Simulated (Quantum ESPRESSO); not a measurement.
Input of a Quantum ESPRESSO 7.5 run:

The input scf.in:

```
&CONTROL
  calculation = 'scf'
  prefix = 'pwscf'
  outdir = './tmp'
  pseudo_dir = './pseudo'
/
&SYSTEM
  ibrav = 0
  nat = 2
  ntyp = 2
  ecutwfc = 82
  nbnd = 20
  occupations = 'smearing'
  smearing = 'fd'
  degauss = 0.00367493
  force_symmorphic = .true.
/
&ELECTRONS
  conv_thr = 4d-10
  electron_maxstep = 120
  mixing_beta = 0.5
/
ATOMIC_SPECIES
Ag   107.8682 Ag.upf
Cl    35.4500 Cl.upf
CELL_PARAMETERS angstrom
   0.0000000000    2.7350000000    2.7350000000
   2.7350000000    0.0000000000    2.7350000000
   2.7350000000    2.7350000000    0.0000000000
ATOMIC_POSITIONS crystal
Ag     0.0000000000    0.0000000000    0.0000000000
Cl     0.5000000000    0.5000000000    0.5000000000
K_POINTS automatic
10 10 10 0 0 0
```

File nscf.in:

```
&CONTROL
  calculation = 'nscf'
  prefix = 'pwscf'
  outdir = './tmp'
  pseudo_dir = './pseudo'
/
&SYSTEM
  ibrav = 0
  nat = 2
  ntyp = 2
  ecutwfc = 82
  nbnd = 33
  occupations = 'fixed'
  force_symmorphic = .true.
/
&ELECTRONS
  conv_thr = 1d-08
  diago_full_acc = .true.
  diago_thr_init = 1d-06
/
ATOMIC_SPECIES
Ag   107.8682 Ag.upf
Cl    35.4500 Cl.upf
CELL_PARAMETERS angstrom
   0.0000000000    2.7350000000    2.7350000000
   2.7350000000    0.0000000000    2.7350000000
   2.7350000000    2.7350000000    0.0000000000
ATOMIC_POSITIONS crystal
Ag     0.0000000000    0.0000000000    0.0000000000
Cl     0.5000000000    0.5000000000    0.5000000000
K_POINTS automatic
10 10 10 0 0 0
```

Potentials or basis: PseudoDojo 0.4.1 SR PBEsol standard.

The run is started by

```sh
$ OMP_NUM_THREADS=1 pw.x -in scf.in > scf.out
$ OMP_NUM_THREADS=1 pw.x -in nscf.in > nscf.out
```

Task: Estimate the band gap on the k mesh, mean-field level.

Result: 0.73 eV, indirect (least direct gap 3.11 eV).

**What was measured.**

From a printed reference work, data compilation, for a bulk crystal of AgCl: band gap 3.249 eV (indirect).

A measured gap of AgCl is 3.249 eV (indirect; a printed reference work, data compilation); the calculated 0.73 eV misses it by -2.52 eV. So large a miss can be the level of theory's own, or it may mean another phase, state or a wrong row. Spin-orbit coupling on Ag is left out. The value is that of PBEsol on a finite k mesh, which can miss the band edges, without temperature or zero-point motion. Semilocal functionals fall short of measured gaps as a rule.
